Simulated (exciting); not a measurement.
Crystal: LiH.

```xyz
2
Lattice="0.0000 2.0368 2.0368 2.0368 0.0000 2.0368 2.0368 2.0368 0.0000" Properties=species:S:1:pos:R:3 pbc="T T T"
Li    0.0000    0.0000    0.0000
H     2.0368    2.0368    2.0368
```

Base run:

```yaml
Program: exciting (release sodium)
Functional: RPBE
Potentials_or_basis: all-electron LAPW+lo, shipped species files, valence relativity zora
rgkmax: 5
k_mesh: 11 × 11 × 11
Occupations: gaussian, width 0.1 eV
Spin: no spin polarisation
```

Its results: band gap on the k mesh 3.37 eV, direct.

The run is repeated on the same cell with these changes: functional from RPBE to BLYP; occupations from gaussian, width 0.1 eV to gaussian, width 0.01 eV. What comes out?

Band gap on the k mesh 3.64 eV, direct.

Caveats: an odd mesh through Γ misses points on the zone boundary, where band edges often lie (some runs); the mesh misses the band edges, which the band path finds closer together (some runs).
